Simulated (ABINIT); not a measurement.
## SnO: band structure with RPBE

SnO:

```xyz
4
Lattice="3.8137 0.0000 0.0000 0.0000 3.8137 0.0000 0.0000 0.0000 4.8869" Properties=species:S:1:pos:R:3 pbc="T T T"
Sn    1.9068    0.0000    3.7367
Sn    0.0000    1.9068    1.1503
O     0.0000    0.0000    0.0000
O     1.9068    1.9068    0.0000
```

The cell is a database's computed one.

```yaml
Program: ABINIT 10.8.3 (patched build)
Task: band structure
Functional: RPBE
Potentials_or_basis: JTH PAW PBE v2.0
Cutoff: 762 eV
k_mesh: 7 × 7 × 6
Occupations: fermi-dirac, width 0.05 eV
Spin: no spin polarisation
Fine-grid_cutoff: 1360.57 eV
```

| Property | Result |
| --- | --- |
| Pressure | 5.3 GPa |
| Largest force | 0.535 eV/Å |
| Band gap on the k mesh | 0.38 eV, indirect (least direct gap 2.06 eV) |
| Band gap along the path | 0.15 eV, indirect (least direct gap 2.05 eV) |
| Valence electrons inside the program's atomic spheres | Sn 11.88; O 4.54 |

Forces on the atoms (eV/Å):
```
Sn   0.000  0.000 -0.535
Sn   0.000  0.000  0.535
O    0.000  0.000  0.000
O    0.000  0.000  0.000
```

Stress tensor (GPa, compression positive):
```
5.73 0.00 0.00
0.00 5.73 0.00
0.00 0.00 4.53
```

Levels at the corners of the path, in eV from the valence-band top:
| point | band 17 | band 18 | band 19 | band 20 | band 21 | band 22 | band 23 | band 24 |
| --- | --- | --- | --- | --- | --- | --- | --- | --- |
| Γ | -3.51 | -3.23 | -3.23 | 0.00 | 2.06 | 4.33 | 4.73 | 4.73 |
| X | -4.87 | -4.87 | -2.70 | -2.70 | 3.15 | 3.15 | 5.92 | 5.92 |
| M | -2.57 | -2.57 | -1.91 | -1.91 | 0.15 | 0.15 | 4.52 | 4.52 |
| Γ | -3.51 | -3.23 | -3.23 | 0.00 | 2.06 | 4.33 | 4.73 | 4.73 |
| Z | -3.24 | -3.24 | -3.20 | -2.26 | 1.75 | 3.04 | 3.04 | 3.71 |
| R | -4.84 | -4.84 | -1.78 | -1.78 | 2.55 | 2.55 | 5.46 | 5.46 |
| A | -2.64 | -2.64 | -2.57 | -2.57 | 2.36 | 2.36 | 3.98 | 3.98 |
| Z | -3.24 | -3.24 | -3.20 | -2.26 | 1.75 | 3.04 | 3.04 | 3.71 |

Run time: 3.5 min on 1 thread of Arm Neoverse V2 (shared host), peak memory 0.23 GiB.

Caveat: the PAW data sets were made with another functional, which shifts forces and pressure a little; spin-orbit coupling is left out, which moves the levels of the heavy elements; the mesh misses the band edges, which the band path finds closer together.
